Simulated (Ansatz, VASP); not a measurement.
LiH in VASP and in Ansatz

```
CELL_PARAMETERS angstrom
0.00000 2.04269 2.04269
2.04269 0.00000 2.04269
2.04269 2.04269 0.00000
ATOMIC_POSITIONS crystal
Li 0.00000 0.00000 0.00000
H 0.50000 0.50000 0.50000
```

Alike in both runs: task single point; functional PBE; k mesh 10 × 10 × 10; occupations gaussian, width 0.02 eV; no spin polarisation.

```csv
,VASP,Ansatz
version,VASP 6.6.1,Ansatz 0.2.0
potentials or method,"VASP PAW PBE potentials, release 64 (Li_sv, H)","scalar-relativistic, plane waves, PAW"
plane-wave cutoff (eV),520,420
valence electrons in the cell,4,4
```

Ansatz gave:

- gap on the k mesh at the Fermi level (eV): 3.03
- least direct gap on the mesh (eV): 3.03

Task: Which values does VASP return?

Result: gap on the k mesh at the Fermi level (eV): 3.02; least direct gap on the mesh (eV): 3.02.

 As with any semilocal functional, this PBE gap is likely too small. A k mesh can miss the band edges.
